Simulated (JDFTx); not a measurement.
**Re and the effect of the Hubbard U on Re d**

Symmetry: P6_3/mmc, No. 194, hexagonal system. The conventional cell has a = 2.766 Å, b = 2.766 Å, c = 8.939 Å, α = 90.00°, β = 90.00°, γ = 120.00°. Re (site symmetry -6m2) is surrounded by 12 Re at 2.75 to 2.77 Å. Re (site symmetry -3m) has 12 Re at 2.75 to 2.77 Å as nearest neighbours.

Kept alike: task single point; functional PBE; k mesh 9 × 9 × 2; occupations fermi-dirac, width 0.05 eV; no spin polarisation. Program: JDFTx, PseudoDojo-SR-PBE-0.5-standard with smoothed tails, cutoff 980 eV. The mesh is that of the run's cell of 4 atoms. No spin-orbit coupling.

| run | pressure (GPa) |
| --- | --- |
| A | -3.54 |
| B | -23.48 |
| C | -7.00 |
| D | -17.19 |
| E | -10.43 |
| F | -0.04 |
| G | 3.51 |

Pressure is positive in compression; the values hold the error of the finite cutoff, so their zero can differ a little from the energy's minimum. U acts here on a shell without spin polarisation. For a metal such a mesh leaves the last digits unconverged. How U acts hangs on the program's projectors.

Question: The runs differ in the Hubbard U on Re d alone: 0; 1; 2; 3; 4; 6; 8 eV. Which run is which?

Answer: Run A is 2 eV; run B is 8 eV; run C is 3 eV; run D is 6 eV; run E is 4 eV; run F is 1 eV; run G is 0 eV. The pressure falls from 3.51 to -23.48 GPa between 0 and 8 eV.
